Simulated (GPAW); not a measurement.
Input of a GPAW 26.7.0 run:

The input run.py:

```python
from ase.eos import EquationOfState
from ase.io import Trajectory
from ase.spacegroup import crystal
from ase.units import GPa
from gpaw import GPAW, PW, setup_paths

setup_paths.insert(0, '.')

# C 8a
atoms = crystal(['C'],
                basis=[[0.25, 0.25, 0.25]],
                spacegroup=227, setting=1,  # Fd-3m
                cellpar=[3.56674, 3.56674, 3.56674, 90.0, 90.0, 90.0],
                primitive_cell=True)

traj = Trajectory('eos.traj', 'w')
volumes, energies = [], []
for x in [0.94, 0.96, 0.98, 1.0, 1.02, 1.04, 1.06]:
    a = atoms.copy()
    a.set_cell(atoms.cell * x**(1 / 3), scale_atoms=True)
    calc = GPAW(mode=PW(800),
                xc='GGA_X_B88+GGA_C_P86',
                kpts={'size': (10, 10, 10), 'gamma': True},
                occupations={'name': 'fermi-dirac', 'width': 0.05},
                nbands=11,
                convergence={'density': 1e-05, 'energy': 1e-05},
                maxiter=150,
                txt=f'eos-{x:.2f}.txt')
    a.calc = calc
    energies.append(a.get_potential_energy(force_consistent=True))
    volumes.append(a.get_volume())
    p = -a.get_stress()[:3].mean() / GPa
    calc.write(f'eos-{x:.2f}.gpw')
    traj.write(a)
    print(f'{x:.2f} {volumes[-1]:10.4f} A^3 {energies[-1]:14.6f} eV {p:9.3f} GPa', flush=True)

v0, e0, B = EquationOfState(volumes, energies, eos='birchmurnaghan').fit()
print(f'V0 = {v0:.4f} A^3, E0 = {e0:.6f} eV, B0 = {B / GPa:.2f} GPa')
```

Potentials or basis: PAW data sets generated in the run's folder for this functional, pw.

The run is started by

```console
$ gpaw-setup -f GGA_X_B88+GGA_C_P86 C
$ OMP_NUM_THREADS=1 python run.py
```

(1) Estimate the equilibrium volume.

(2) Predict the bulk modulus.

(3) Estimate the pressure derivative of the bulk modulus.

Results:

(1) 5.74 Å³/atom.

(2) 424 GPa.

(3) 3.8.

**What was measured.**

“Equation of state of cubic boron nitride at high pressures and temperatures”, 2007, arxiv:cond-mat/0702656 quotes, for a bulk crystal of C: bulk modulus 442 ± 5 GPa.

A measured bulk modulus of C is 442 GPa (quoted in “Equation of state of cubic boron nitride at high pressures and temperatures”, 2007, arxiv:cond-mat/0702656); the calculated 424 GPa misses it by -4.0 %. 3 values of this kind are on record (442 to 444.8 GPa); this one was drawn at random among those near their median, those with a stated uncertainty first. The fit is for a static lattice scaled at fixed shape and fixed fractional positions. The cell as given is a measured one (5.67 Å³/atom); BP86 puts the equilibrium volume +1.2 % from it, thermal expansion not counted.
